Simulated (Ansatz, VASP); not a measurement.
# Cd7F16 (V_Cd): VASP beside Ansatz, part 2 of 2

Aim: how closely do two programs agree when they are given the same cell, functional and k mesh? The cell is taken from a series of runs on this material, whose earlier steps may have relaxed, scaled, displaced or heated it; both programs get it as it stands.

VASP 6.6.1 and Ansatz 0.2.0.

So far: The structure; Ansatz: single point, HSE06.

## Step 3: VASP: single point, HSE06

Level of this step: HSE06; plane waves and PAW (Cd, F) (VASP).

The same cell, functional, mesh and smearing now go to VASP, with its own data sets.

Lines of VASP's logs that name or quote its potential files are left out, and so is its time.

The run reads the wave functions of an earlier VASP run, which isn't shown here.

INCAR reads:

```
SYSTEM = Cd7F16
PREC = Accurate
ENCUT = 520
EDIFF = 1E-06
NELM = 100
ISMEAR = -1
SIGMA = 0.01
LREAL = Auto
ALGO = Normal
LHFCALC = .TRUE.
AEXX = 0.25
GGA = PE
HFSCREEN = 0.208
LASPH = .TRUE.
NELECT = 198
NBANDS = 122
PRECFOCK = Fast
LORBIT = 11
LWAVE = .FALSE.
LCHARG = .FALSE.
ISIF = 2
```

POSCAR reads:

```
Cd7F16
1.0
    0.0000000000      5.4812345704      5.4812345704
    5.4812345704      0.0000000000      5.4812345704
    5.4812345704      5.4812345704      0.0000000000
Cd F
7 16
Direct
    0.0016562800      0.9995822208      0.9975757162
    0.0019151626      0.9995170045      0.4976432105
    0.0018139024      0.4993812007      0.9977177963
    0.0017037899      0.4996879578      0.4975371274
    0.5017302060      0.9994149339      0.9975797337
    0.5017981665      0.9996600486      0.4974784038
    0.5017250775      0.4995184425      0.9975926960
    0.1229732728      0.1219018794      0.1187409548
    0.3657401833      0.3638093643      0.3622231878
    0.1236178750      0.1203320996      0.6329911105
    0.3664433433      0.3638490940      0.9044943021
    0.1233843027      0.6348338262      0.1190155664
    0.3661185416      0.9064785216      0.3614304185
    0.0942849832      0.6352315735      0.6337782755
    0.3661205657      0.8780673114      0.8765391587
    0.6370184151      0.1210234962      0.1196439695
    0.9087155800      0.3638949662      0.3622773723
    0.6376684384      0.0920361846      0.6333635443
    0.8801021647      0.3638926924      0.8754830478
    0.6377963613      0.6346615142      0.0903236055
    0.8809853528      0.8780825031      0.3618323124
    0.6373621286      0.6361111395      0.6330046176
    0.8798052923      0.8780338013      0.8766005545
```

KPOINTS reads:

```
Automatic mesh
0
Gamma
1 1 1
0 0 0
```

The projector-augmented-wave data sets are Cd and F (PBE family, release 64).

Launch:

```bash
> export OMP_NUM_THREADS=3
> mpirun -np 1 vasp_gam
```

Numbers of over 12 decimals in the logs are rounded to 6 here.

The program printed:

```text
[banner, memory and clock lines left out]
running    1 mpi-ranks, on    1 nodes
 distrk:  each k-point on    1 cores,    1 groups
 distr:  one band on    1 cores,    1 groups
 Offloading initialized ...    1 GPUs detected
 POSCAR found type information on POSCAR CdF
 POSCAR found :  2 types and      23 ions
 LDA part: xc-table for (Slater+PW92), standard interpolation
 found WAVECAR, reading the header
 POSCAR, INCAR and KPOINTS ok, starting setup
 FFT: planning ... GRIDC
 FFT: planning ... GRID_SOFT
 FFT: planning ... GRID
 reading WAVECAR
 the WAVECAR file was read successfully
 initial charge from wavefunction
 entering main loop
       N       E                     dE             d eps       ncg     rms          rms(c)
DAV:   1    -0.110898868259E+03   -0.11090E+03   -0.39021E+00   248   0.772E+00    0.256E+00
DAV:   2    -0.110892539219E+03    0.63290E-02   -0.24933E-01   256   0.173E+00    0.202E+00
DAV:   3    -0.110871425571E+03    0.21114E-01   -0.77772E-02   256   0.105E+00    0.127E+00
DAV:   4    -0.110869006034E+03    0.24195E-02   -0.51895E-03   256   0.342E-01    0.762E-01
DAV:   5    -0.110867522253E+03    0.14838E-02   -0.13503E-03   256   0.188E-01    0.453E-01
DAV:   6    -0.110867127627E+03    0.39463E-03   -0.29263E-04   264   0.814E-02    0.269E-01
DAV:   7    -0.110866993896E+03    0.13373E-03   -0.59176E-05   264   0.451E-02    0.162E-01
DAV:   8    -0.110866956329E+03    0.37567E-04   -0.33996E-05   264   0.288E-02    0.100E-01
DAV:   9    -0.110866947096E+03    0.92333E-05   -0.86408E-06   256   0.148E-02    0.618E-02
DAV:  10    -0.110866944994E+03    0.21015E-05   -0.28096E-06   192   0.861E-03    0.375E-02
DAV:  11    -0.110866944778E+03    0.21688E-06   -0.12802E-06   152   0.597E-03
   1 F= -.11086694E+03 E0= -.11086694E+03  d E =-.907561E-12
```

From OUTCAR (step 3):

```text
NELECT = 198

 ion  position               nearest neighbor table
   1  0.002  1.000  0.998-  21 2.31  19 2.31  23 2.31  15 2.31  10 2.31  16 2.31  12 2.31   8 2.31

  LATTYP: Found a face centered cubic cell.
 ALAT       =    10.9624691408

 Subroutine GETGRP returns: Found  1 space group operations
 (whereof  1 operations were pure point group operations)

The static configuration has the point symmetry C_1 .

 Found      1 irreducible k-points:

   k-points           NKPTS =      1   k-points in BZ     NKDIM =      1   number of bands    NBANDS=    122

   dimension x,y,z NGX =    60 NGY =   60 NGZ =   60
   dimension x,y,z NGXF=   120 NGYF=  120 NGZF=  120

   ENCUT  =  520.0 eV  38.22 Ry    6.18 a.u.  14.41 14.41 14.41*2*pi/ulx,y,z

 k-points in reciprocal lattice and weights: Automatic mesh
   0.00000000  0.00000000  0.00000000       1.000

  exchange ACFDT corr.  =         0.00000000  see jH, gK, PRB 81, 115126

 average (electrostatic) potential at core
       1 -33.7291       2 -33.8341       3 -33.8336       4 -33.8339       5 -33.8339
       6 -33.8338       7 -33.8340       8 -71.3878       9 -70.9221      10 -71.3882
      11 -70.9189      12 -71.3879      13 -70.9208      14 -70.9230      15 -71.3867
      16 -71.3880      17 -70.9206      18 -70.9230      19 -71.3867      20 -70.9215
      21 -71.3871      22 -70.9243      23 -71.3868

 E-fermi :  -3.2599

 k-point     1 :       0.0000    0.0000    0.0000
  band No.  band energies     occupation
    ...
     95      -3.7062      2.00000
     96      -3.7057      2.00000
     97      -3.5432      2.00000
     98      -3.5430      2.00000
     99      -3.5424      2.00000
    100       1.6976      0.00000
    101       5.5006      0.00000
    102       5.5009      0.00000
    103       5.5013      0.00000
    104       6.2808      0.00000
    ...

  Total        8.8214408      8.8299053      8.8400636      0.0008443     -0.0019437      0.0044602
  in kB       42.9126118     42.9537880     43.0032036      0.0041073     -0.0094554      0.0216972
  external PRESSURE =      42.9565345 kB  Pullay stress =       0.0000000 kB

  energy-cutoff  :      520.00
  volume of cell :      329.36
      direct lattice vectors                 reciprocal lattice vectors
     0.000000000  5.481234570  5.481234570    -0.091220325  0.091220325  0.091220325
     5.481234570  0.000000000  5.481234570     0.091220325 -0.091220325  0.091220325
     5.481234570  5.481234570  0.000000000     0.091220325  0.091220325 -0.091220325

 POSITION                                       TOTAL-FORCE (eV/Angst)
 -----------------------------------------------------------------------------------
     10.94689      5.47702      5.48802        -0.000366      0.003571      0.001045
      8.20629      2.73820      5.48908         0.000415     -0.002763     -0.003821
      8.20595      5.47867      2.74717         0.001903     -0.000998     -0.000065
      5.46602      2.73646      2.74825         0.001466      0.002438     -0.002423
     10.94600      8.21807      8.22813         0.001473      0.001337      0.001700
      8.20617      5.47727      8.22984         0.001545     -0.000972     -0.002711
      8.20602      8.21811      5.48805         0.000398     -0.000965     -0.000231
      1.31902      1.32489      1.34222        -0.009755     -0.007910     -0.006599
      3.97955      3.99014      3.99883        -0.076815     -0.079579     -0.076127
      4.12914      4.14715      1.33715         0.008385      0.008906     -0.004776
      6.95209      6.96631      4.00290         0.077284      0.082349     -0.079384
      4.13203      1.32865      4.15597         0.007206     -0.009153      0.009005
      6.94971      3.98787      6.97540         0.078503     -0.077875      0.077083
      6.95574      3.99069      3.99865         0.079315     -0.076162     -0.076224
      9.61741      6.81131      6.81969         0.008376     -0.006371     -0.004520
      1.31915      4.14744      4.15501        -0.008361      0.006620      0.008723
      3.98032      6.96661      6.97548        -0.078318      0.077969      0.077890
      3.97609      6.96682      3.99968        -0.079606      0.075194     -0.079018
      6.79331      9.62277      6.81863        -0.010103      0.006031     -0.004425
      3.97381      3.99100      6.97464        -0.076732     -0.076211      0.075446
      6.79626      6.81218      9.64186        -0.008930     -0.006145      0.005756
      6.95632      6.96318      6.98021         0.075978      0.076617      0.074681
      9.61756      9.62727      9.63513         0.006739      0.004074      0.008995
 -----------------------------------------------------------------------------------
    total drift:                                0.006787      0.003612      0.000551

  FREE ENERGIE OF THE ION-ELECTRON SYSTEM (eV)
  ---------------------------------------------------
  free  energy   TOTEN  =      -110.8669447776 eV

  energy  without entropy=     -110.8669447776  energy(sigma->0) =     -110.86694478

 total charge
# of ion       s       p       d       tot
------------------------------------------
    1        0.212   0.202   9.739  10.153
    2        0.199   0.179   9.723  10.101
    3        0.199   0.179   9.723  10.101
    4        0.199   0.179   9.723  10.102
    5        0.199   0.179   9.723  10.101
    6        0.199   0.179   9.723  10.102
    7        0.199   0.179   9.723  10.101
    8        1.745   4.401   0.000   6.147
    9        1.744   4.388   0.000   6.132
   10        1.745   4.401   0.000   6.147
   11        1.744   4.388   0.000   6.132
   12        1.745   4.401   0.000   6.147
   13        1.744   4.388   0.000   6.132
   14        1.744   4.388   0.000   6.132
   15        1.745   4.401   0.000   6.147
   16        1.745   4.401   0.000   6.147
   17        1.744   4.388   0.000   6.132
   18        1.744   4.388   0.000   6.132
   19        1.745   4.401   0.000   6.147
   20        1.744   4.388   0.000   6.132
   21        1.745   4.401   0.000   6.147
   22        1.744   4.388   0.000   6.132
   23        1.745   4.401   0.000   6.147
--------------------------------------------------
tot         29.322  71.590  68.078 168.990
```

The cell is charged against a uniform background.

The run ends at a pressure of 4.30 GPa, with forces up to 0.14 eV/Å.

## Step 4: Side by side

Known differences besides the potentials themselves: exact exchange at q = 0 is treated differently, which shows on coarse meshes; VASP keeps PBE cores, Ansatz makes them for the functional; the cutoff is 420 eV in Ansatz and 520 eV in VASP (PREC = Accurate, projectors in real space); VASP takes a coarser grid for exact exchange (PRECFOCK = Fast). Total energies have different zeros and are not compared.

Both answers:

```
              quantity  Ansatz   VASP  difference
gap on the k mesh (eV)   5.234  5.240      -0.006
```

Forces on 7 of the 23 atoms, those with the largest forces and the largest differences (eV/Å; atoms numbered as in POSCAR):

```
atom          Ansatz x, y, z            VASP x, y, z
  F9  -0.098, -0.101, -0.099  -0.077, -0.080, -0.076
 F11    0.099, 0.103, -0.100    0.077, 0.082, -0.079
 F13    0.100, -0.101, 0.099    0.079, -0.078, 0.077
 F14   0.100, -0.098, -0.098   0.079, -0.076, -0.076
 F17    -0.101, 0.101, 0.101    -0.078, 0.078, 0.078
 F18   -0.100, 0.098, -0.099   -0.080, 0.075, -0.079
 F20   -0.099, -0.100, 0.100   -0.077, -0.076, 0.075
```

The forces differ by 15 meV/Å r.m.s., which is 32.2 % of the r.m.s. force of 0.046 eV/Å (both taken over all components). A gap on the mesh is an upper bound, since the band edges may lie between its points. The cell carries a charge of -2 e against a uniform background, so its pressure also hangs on how the neutralising background is counted, and in a defect's cell a gap may be the spacing between its levels.

## Step 5: Summary of results

```yaml
r_m_s_force_difference_single_point_hse06: 15 meV/Å
```

What this shows: The r.m.s. force difference is 15 meV/Å (single point, HSE06), beyond the 12 meV/Å picked in this series as the mark of a large difference. The data sets hold unlike numbers of valence electrons (254 in Ansatz and 198 in VASP), so part of the differences may come from the potentials. What causes the difference of the single point, HSE06 pair stays open here. How closely two codes agree says nothing of how well the functional describes the real material.

[Lines on the potential files, build, host, timing and source positions are cut from VASP's logs without a mark.]

[Logs are printed without paths, hosts, clocks, repeated set-up lines and the standing remarks that a program may print on its own settings, such as how far it seeks lower states.]

[Hosts, paths, dates, database ids (printed as entryN), source tags and the programs' standing remarks are cut or masked in the printed files.]
